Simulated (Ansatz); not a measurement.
Starting cell, Li$_{2}$O (anti-fluorite):

```
Li2O
1.0
    0.00000     4.62614     4.62614
    2.31307     0.00000     2.31307
    2.31307     2.31307     0.00000
O Li
2 4
Cartesian
  0.00000   0.00000   0.00000
  2.31307   2.31307   4.62614
  1.15654   1.15654   1.15654
  1.15654   3.46961   3.46961
  3.46961   3.46961   3.46961
  3.46961   5.78268   5.78268
```

A phonon eigenvector at L = (0.5, 0.0, 0.0) is frozen into this cell: atom i moves by Q times the vector below, so Q is the largest atomic displacement, in Å. The cell is held. (q is in reciprocal vectors of the primitive cell; the cell shown is doubled to hold the pattern.)

```json
[
 {"atom": "Li3", "x": "0.577", "y": "-0.577", "z": "-0.577"},
 {"atom": "Li4", "x": "-0.577", "y": "0.577", "z": "0.577"},
 {"atom": "Li5", "x": "0.577", "y": "-0.577", "z": "-0.577"},
 {"atom": "Li6", "x": "-0.577", "y": "0.577", "z": "0.577"}
]
```

Atoms not listed stay in place.

Computed with PBE (plane waves to 420 eV, PAW, scalar-relativistic; Ansatz, an electronic-structure program). k mesh 6×12×12 (Γ-centred), Fermi-Dirac smearing 0.05 eV. The energy includes the smearing's −TS. Li2O was relaxed with its symmetry unable to fall. The zero of ΔE is the undisplaced structure.

```
Q (Å)   ΔE (meV/cell)
------  -------------
-0.180       withheld
-0.150            356
-0.120            228
-0.090            128
-0.060             57
-0.030             14
0.000               0
0.030              14
0.060              57
0.090             128
0.120             228
0.150             356
0.180        withheld
```

Q: Fit an even polynomial form (powers 2, 4) to the given rows and predict ΔE at Q = -0.180.

A: Least squares on the 11 given rows: ΔE = (15820)·Q² + (246.5)·Q⁴, in meV/cell with Q in Å; root-mean-square residual 0.1 meV/cell. At -0.180 the fit gives 513 meV/cell; the calculation gives 513 meV/cell, the same to the digits shown. The quadratic term alone would give 513 meV/cell.

(A displaced cell: forces are minus the slopes of the energy, force constants its curvatures, and phonons follow from these.)
